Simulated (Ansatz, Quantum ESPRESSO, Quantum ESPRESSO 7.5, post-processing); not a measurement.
# Ballistic transmission: C2 in line between two Pt chains

How well does the junction conduct in the ballistic limit? It is: C2 in line between two Pt chains.

Method: plane-wave DFT, PBE, GBRV ultrasoft pseudopotentials (cross-check by Ansatz 0.2.0 with PAW datasets), in Quantum ESPRESSO 7.5.

Most raw output is cut from this account.

**1. Set-up**

The cell holds 16 atoms: 14 Pt and 2 C. Its edges and angles: a = 7.500 Å, b = 7.500 Å, c = 36.071 Å, α = 90.0°, β = 90.0°, γ = 90.0°. Regions: left lead, 7 atoms (7 Pt); channel, 2 atoms (2 C); right lead, 7 atoms (7 Pt). Vacuum lies along a and b. The structure is stacked along c, and the current runs across the ab planes.

**2. Self-consistent run**

One periodic cell holds a stretch of lead, the junction and more lead; the atoms stay as built.

scf.in reads:

```
&control
  prefix = 'scf'
  outdir = './out'
  pseudo_dir = './pseudo'
  calculation = 'scf'
  tprnfor = .true.
/
&system
  ibrav = 0
  nat = 16
  ntyp = 2
  ecutwfc = 34
  ecutrho = 170
  occupations = 'smearing'
  smearing = 'mv'
  degauss = 0.01
/
&electrons
  conv_thr = 1e-07
  mixing_beta = 0.25
  electron_maxstep = 120
  mixing_mode = 'local-TF'
/
ATOMIC_SPECIES
  Pt  195.0840  pt_pbe_v1.4.uspp.F.UPF
  C   12.0110  c_pbe_v1.2.uspp.F.UPF
CELL_PARAMETERS angstrom
  7.50000000000000 0.00000000000000 0.00000000000000
  0.00000000000000 7.50000000000000 0.00000000000000
  0.00000000000000 0.00000000000000 36.07140000000000
ATOMIC_POSITIONS crystal
  Pt  0.500000000000 0.500000000000 0.000000000000
  Pt  0.500000000000 0.500000000000 0.066534706166
  Pt  0.500000000000 0.500000000000 0.133069412332
  Pt  0.500000000000 0.500000000000 0.199604118498
  Pt  0.500000000000 0.500000000000 0.266138824664
  Pt  0.500000000000 0.500000000000 0.332673530831
  Pt  0.500000000000 0.500000000000 0.399208236997
  C   0.500000000000 0.500000000000 0.449544514491
  C   0.500000000000 0.500000000000 0.483920779343
  Pt  0.500000000000 0.500000000000 0.534257056837
  Pt  0.500000000000 0.500000000000 0.600791763003
  Pt  0.500000000000 0.500000000000 0.667326469169
  Pt  0.500000000000 0.500000000000 0.733861175336
  Pt  0.500000000000 0.500000000000 0.800395881502
  Pt  0.500000000000 0.500000000000 0.866930587668
  Pt  0.500000000000 0.500000000000 0.933465293834
K_POINTS automatic
  1 1 3 0 0 0
```

Started as:

```console
$ OMP_NUM_THREADS=1 mpirun -n 4 pw.x -nk 1 -in scf.in > scf.out
```

Wall time 3.7 min (4 MPI ranks of Arm Neoverse V2, shared host); peak memory 2.5 GiB; 15 min of CPU time.

This step gave:

* free energy: -40405.3437 eV
* Fermi energy: -3.189 eV

The program's own clock; routines nest. Time by routine:

```csv
routine,wall time (s),calls
PWSCF,220.2,1
electrons,213.7,1
c_bands,155.6,23
cegterg,153.2,46
h_psi,86.67,212
fftw,66.62,34304
vloc_psi,58.07,212
sum_band,32.05,23
calbec,21.24,266
h_psi:calbec,13.89,212
add_vuspsi,13.86,212
s_psi,13.83,212
mix_rho,12.98,23
newd,11.44,24
```

The run needed 23 iterations to bring the estimated error under 1e-07 Ry; the largest force on any atom, held or free, is 4.01 eV/Å.

**3. Transmission with pwcond.x**

prefixt takes both regions from one run: the lead from 0 to bdl, the scattering region from bdl to bds (units of alat). ikind = 1 puts the same lead on both sides. The program's T_tot counts both spins in a run without spin; the tables below give T per spin.

cond.in reads:

```
&inputcond
  outdir = './out'
  prefixt = 'scf'
  tran_file = 'cond.dat'
  bdl = 0.6400000000
  bds = 4.8095200000
  ikind = 1
  ewind = 4.0
  epsproj = 1e-05
  nz1 = 7
  energy0 = 2.0
  denergy = -0.1
/
1
  0.00000000 0.00000000 1.00000000
41
```

Started as:

```console
$ OMP_NUM_THREADS=1 mpirun -n 4 pwcond.x -in cond.in > cond.out
```

The job ended after 3.5 min (4 MPI ranks; peak memory 0.51 GiB).

Read from the output:

* lead channels at the Fermi level, one spin: 4
* transmission at the Fermi level, one spin: 2.326
* conductance: 2.326 G₀

Per spin. Open channels against energy, zero at the Fermi level:

```csv
energy (eV),open channels
-2.00,3
-1.80,3
-1.60,4
-1.40,6
-1.20,6
-1.00,6
-0.90,6
-0.70,6
-0.50,5
-0.30,4
-0.10,4
0.00,4
0.10,4
0.30,3
0.50,3
0.70,3
0.90,1
1.00,1
1.20,1
1.40,1
1.60,1
1.80,1
2.00,1
```

Per spin. Table of transmission by energy, zero at the Fermi level:

energy (eV), transmission and a bar:
```
    -2.00       1.87 ########################
    -1.90       1.85 ########################
    -1.70       1.89 ########################
    -1.60       1.93 #########################
    -1.40       2.04 ##########################
    -1.30       2.05 ##########################
    -1.20       2.07 ###########################
    -1.00       2.10 ###########################
    -0.90       2.10 ###########################
    -0.80       2.08 ###########################
    -0.60       2.05 ##########################
    -0.50       1.91 #########################
    -0.30       2.17 ############################
    -0.20       2.25 #############################
    -0.10       2.32 ##############################
     0.00       2.33 ##############################
     0.10       2.30 ##############################
     0.20       2.28 #############################
     0.30       2.31 ##############################
     0.50       2.11 ###########################
     0.60       2.09 ###########################
     0.80       0.09 #
     0.90       0.08 
     1.00       0.08 
     1.20       0.07 
     1.30       0.06 
     1.40       0.06 
     1.60       0.06 
     1.70       0.06 
     1.90       0.05 
     2.00       0.05
```

The program's own clock; routines nest. Time by routine:

```csv
routine,wall time (s),calls
PWCOND,210.8,1
scatter_forw,179.1,82
compbs,15.97,41
compbs_2,13.18,41
local,10.21,1
init,1.1,1
poten,0.12,1
```

The run is unpolarised; a magnetic state was not tried, may lie lower and would change T.

At no point does T exceed the number of channels.

**4. Transmission with pwcond.x, with epsproj = 0.001**

A sensitivity test on the input.

cond.w.in is the input of step 3 with these lines changed:

```diff
@@ -3,3 +3,3 @@
   prefixt = 'scf'
-  tran_file = 'cond.dat'
+  tran_file = 'cond.w.dat'
   bdl = 0.6400000000
@@ -8,3 +8,3 @@
   ewind = 4.0
-  epsproj = 1e-05
+  epsproj = 0.001
   nz1 = 7
```

Started as:

```console
$ OMP_NUM_THREADS=1 mpirun -n 4 pwcond.x -in cond.w.in > cond.w.out
```

Wall time 1.7 min (4 MPI ranks); peak memory 0.5 GiB.

The changed values were drawn from a wide range, not chosen for quality; the comparison shows what they did here together.

Beside the run it was changed from:

```csv
quantity,this run,unchanged run,difference
"transmission at the Fermi level, one spin",2.325,2.326,-4.7e-4
"lead channels at the Fermi level, one spin",4,4,0
wall time (s),102,211,
```

Over all energies T moves by up to 1.1, at 0.8 eV, where the two runs count unlike lead channels.

The physical values in this table stay within 0.05 %.

**5. The same in Ansatz**

A second code with its own PAW datasets, on the same atoms.

Level of this step: plane-wave DFT, PBE, Ansatz PAW (Ansatz 0.2.0).

input.yaml reads:

```yaml
crystal:
  lattice:
    - [7.5, 0.0, 0.0]
    - [0.0, 7.5, 0.0]
    - [0.0, 0.0, 36.0714]
  atoms:
    - { symbol: Pt, position: [0.5, 0.5, 0.0] }
    - { symbol: Pt, position: [0.5, 0.5, 0.0665347062] }
    - { symbol: Pt, position: [0.5, 0.5, 0.1330694123] }
    - { symbol: Pt, position: [0.5, 0.5, 0.1996041185] }
    - { symbol: Pt, position: [0.5, 0.5, 0.2661388247] }
    - { symbol: Pt, position: [0.5, 0.5, 0.3326735308] }
    - { symbol: Pt, position: [0.5, 0.5, 0.399208237] }
    - { symbol: C, position: [0.5, 0.5, 0.4495445145] }
    - { symbol: C, position: [0.5, 0.5, 0.4839207793] }
    - { symbol: Pt, position: [0.5, 0.5, 0.5342570568] }
    - { symbol: Pt, position: [0.5, 0.5, 0.600791763] }
    - { symbol: Pt, position: [0.5, 0.5, 0.6673264692] }
    - { symbol: Pt, position: [0.5, 0.5, 0.7338611753] }
    - { symbol: Pt, position: [0.5, 0.5, 0.8003958815] }
    - { symbol: Pt, position: [0.5, 0.5, 0.8669305877] }
    - { symbol: Pt, position: [0.5, 0.5, 0.9334652938] }
kpoints:
  mp_grid: { grid: [1, 1, 4] }
hamiltonian:
  xc: pbe
scf:
  occupations: { method: fermi_dirac, width: 0.1 }
  convergence: { dr2_threshold: 1.0e-08 }
output:
  transmission:
    leads: [[0, 1]]
    e_range: [-2.0, 2.0]
    de: 0.05
    kmesh: [1, 1]
    reduced_basis: true
  write_potential: true
  write_density: true
  volumetric_format: npy
```

Started as:

```console
$ ansatz run input.yaml --threads 4 --pin off --max-ram 8192MiB --backend cpu --events-out ev --progress --plain --runs-dir out
```

Wall time 78 s (4 threads); peak memory 4.1 GiB.

This step gave:

| Property | Result |
| --- | --- |
| free energy | -175784.6453 eV |
| energy at zero smearing | -175784.2235 eV |
| smearing term TS | 0.8435 eV |
| Fermi energy | -3.094 eV |
| symmetry operations | 16 |
| transmission at the Fermi level, one spin | 2.274 |
| step of the lead's Hamiltonian over a period | 24.3 meV |

Per spin. Table of transmission by energy, zero at the Fermi level:

```csv
energy (eV),transmission
-2.00,1.84
-1.85,1.86
-1.70,1.90
-1.60,1.93
-1.45,1.99
-1.30,2.02
-1.15,2.05
-1.05,2.07
-0.90,2.08
-0.75,2.08
-0.60,2.09
-0.50,2.11
-0.35,2.17
-0.20,2.25
-0.05,2.28
0.00,2.27
0.05,2.27
0.20,2.26
0.35,2.22
0.50,2.12
0.60,2.09
0.75,2.10
0.90,0.0842
1.05,0.0749
1.15,0.0703
1.30,0.0650
1.45,0.0609
1.60,0.0577
1.70,0.0558
1.85,0.0534
2.00,0.0513
```

Per spin. The open channels by energy, zero at the Fermi level:

```csv
energy (eV),open channels
-2.00,3
-1.90,3
-1.80,3
-1.70,3
-1.55,4
-1.45,4
-1.35,6
-1.25,6
-1.15,6
-1.05,6
-0.90,6
-0.80,6
-0.70,6
-0.60,6
-0.50,6
-0.40,5
-0.25,4
-0.15,4
-0.05,4
0.00,4
0.05,4
0.15,4
0.25,4
0.40,3
0.50,3
0.60,3
0.70,3
0.80,3
0.90,1
1.05,1
1.15,1
1.25,1
1.35,1
1.45,1
1.55,1
1.70,1
1.80,1
1.90,1
2.00,1
```

Ansatz finds T = 2.27 against pwcond's 2.33.

**6. All levels side by side**

All levels:

```csv
step,T at the Fermi level (per spin),conductance (G0),r.m.s. T(E) from the first,CPU time of the step (s),peak memory (GiB)
Ansatz,2.274,-,0,288.4,4.128
pwcond,2.326,2.326,0.2668,845.1,0.51
"pwcond, changed setting",2.325,2.325,0.1081,407.9,0.5
```

Per spin. Table of transmission by energy, zero at the Fermi level:

```csv
energy (eV),Ansatz,pwcond,"pwcond, changed setting"
-2.00,1.84,1.87,1.85
-1.90,1.86,1.85,1.85
-1.70,1.90,1.89,1.87
-1.60,1.93,1.93,1.91
-1.40,2.01,2.04,2.02
-1.30,2.02,2.05,2.04
-1.20,2.04,2.07,2.06
-1.00,2.08,2.10,2.07
-0.90,2.08,2.10,2.10
-0.80,2.08,2.08,2.08
-0.60,2.09,2.05,2.04
-0.50,2.11,1.91,1.87
-0.30,2.20,2.17,2.15
-0.20,2.25,2.25,2.23
-0.10,2.28,2.32,2.31
0.00,2.27,2.33,2.33
0.10,2.26,2.30,2.30
0.20,2.26,2.28,2.28
0.30,2.27,2.31,2.24
0.50,2.12,2.11,2.11
0.60,2.09,2.09,2.08
0.80,1.78,0.0905,1.15
0.90,0.0842,0.0820,0.0833
1.00,0.0776,0.0757,0.0769
1.20,0.0684,0.0671,0.0680
1.30,0.0650,0.0640,0.0648
1.40,0.0622,0.0613,0.0621
1.60,0.0577,0.0570,0.0577
1.70,0.0558,0.0552,0.0558
1.90,0.0527,0.0521,0.0526
2.00,0.0513,0.0507,0.0512
```

**7. A check by hand**

G = 2.33 × 77.48 µS = 180 µS a cell, a resistance of 5.55 kΩ.

**8. Summary of results**

* conductance from T at the Fermi level, a cell (G₀ = 2e²/h): 2.33 G₀
* lead channels per spin: 4.00
* the same conductance by Ansatz: 2.27 G₀

The junction conducts 2.33 G₀ a cell at the Fermi level (PBE, GBRV ultrasoft). At the Fermi level the junction passes 58 % of what the leads offer. At the Fermi level pwcond and Ansatz differ by 2.3 %, a close match. Over -2 to 2 eV, T lies between 0.051 and 2.3 per spin. The geometry is as built, not relaxed, and the leads are short. The chain ran without spin polarisation; chains of d metals can be magnetic. Spin-orbit coupling is left out; depending on the atoms that carry the levels of interest, it can split and shift them by tenths of an eV to an eV or more.

[Logs are printed without paths, hosts, clocks, repeated set-up lines and the standing remarks that a program may print on its own settings, such as how far it seeks lower states.]

[Hosts, paths, dates, database ids (printed as entryN), source tags and the programs' standing remarks are cut or masked in the printed files.]

[Maps of the electrostatic potential energy from Ansatz leave out the sawtooth potential of an applied field or a dipole correction, so their vacuum need not be flat; planar profiles and work functions include it.]
